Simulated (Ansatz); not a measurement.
Energy ranking of Cd4Se3 structures

All numbers below come from DFT PBE, scalar-relativistic, plane waves, PAW in Ansatz. All cells share a 420 eV cutoff and Γ-centred k meshes spaced at most about 0.3 Å⁻¹ (about 0.25 or finer for metals, 2π included). No spin polarisation.

Energies over the elements count from the elements' standard structures at the same level, with no fitted energy shifts.

Temperature and zero-point effects are left out. Only the structures computed here compete, so a lower one can exist. For metals, differences of a few meV/atom aren't resolved. Kohn–Sham gaps at this level usually fall short of measured ones. The reference form of Se is held partly by dispersion forces, which this level lacks.

Invented guesses were relaxed alike, and ends that match in structure were merged. ΔE counts from the first row. Coordination counts Se atoms around Cd (those within 1.25 times the shortest such distance or 1.15 times the sum of covalent radii; a slash parts the counts of unlike sites).

| # | reached from | type and space group | atoms | Å³/atom | coordination | ΔE (meV/atom) | gap on mesh (eV) |
| --- | --- | --- | --- | --- | --- | --- | --- |
| 1 | a cell proposed by chemical analogy | P3m1 (No. 156) | 7 | 29.9 | Cd 1/3/4 | 0 | 0.00 |
| 2 | a cell proposed by chemical analogy | P-3m1 (No. 164) | 7 | 25.7 | Cd 3/6 | 5 | 0.00 |
| 3 | a relaxed cell, shaken at random and relaxed again | R3m (No. 160) | 7 | 29.5 | Cd 3 | 19 | 1.05 |
| 4 | Ge3As4 type (P-43m) | P-43m (No. 215) | 7 | 27.8 | Cd 3 | 79 | 0.32 |
| 5 | Zr3Se4 type (Cmmm) | Cmmm (No. 65) | 7 | 26.7 | Cd 4/5 | 109 | 0.00 |
| 6 | W3N4 type (Pm-3m) | Pm-3m (No. 221) | 7 | 26.7 | Cd 4/6 | 148 | 0.00 |

The first two are tied within the noise. The first: Space group P3m1 (No. 156), trigonal, a = 4.293 Å, c = 13.099 Å. Cd on its first site is surrounded by 1 Se at 2.72 Å and 3 Cd at 3.16 Å; Cd on its second site is surrounded by 4 Se at 2.66 Å; Cd on its third site is surrounded by 4 Se at 2.66–2.67 Å; Cd on its fourth site has 3 Se at 2.73 Å and 3 Cd at 3.16 Å; Se on its first site has 4 Cd at 2.66–2.72 Å; 2 more sites not described. Its energy over the elements is −0.42 eV/atom. Whether it is stable depends on the other phases of the system, which aren't compared here. An observed structure of this formula, if there is one, may be missing.

```cif
data_structure
_symmetry_space_group_name_H-M 'P3m1'
_symmetry_Int_Tables_number 156
_cell_length_a 4.2928
_cell_length_b 4.2928
_cell_length_c 13.0988
_cell_angle_alpha 90.000
_cell_angle_beta 90.000
_cell_angle_gamma 120.000
_cell_volume 209.05
loop_
_atom_site_label
_atom_site_type_symbol
_atom_site_symmetry_multiplicity
_atom_site_Wyckoff_symbol
_atom_site_fract_x
_atom_site_fract_y
_atom_site_fract_z
_atom_site_occupancy
Cd1 Cd 1 a 0.00000 0.00000 0.76449 1
Cd2 Cd 1 c 0.66667 0.33333 0.48232 1
Cd3 Cd 1 b 0.33333 0.66667 0.20472 1
Cd4 Cd 1 c 0.66667 0.33333 0.91435 1
Se1 Se 1 a 0.00000 0.00000 0.55688 1
Se2 Se 1 c 0.66667 0.33333 0.27926 1
Se3 Se 1 b 0.33333 0.66667 0.00098 1
```

The second: Space group P-3m1 (No. 164), trigonal, a = 4.079 Å, c = 12.492 Å. Around Cd on its first site lie 1 Cd at 2.71 Å and 3 Se at 2.84 Å; Cd on its second site is surrounded by 6 Se at 2.87–2.89 Å; around Se on a site of symmetry 3m lie 6 Cd at 2.84–2.89 Å; Se on a site of symmetry -3m has 6 Cd at 2.87 Å. Counting Se atoms around Cd, the first has Cd 1/3/4 and the second has Cd 3/6. Cells relaxed within their symmetry can be saddle points.
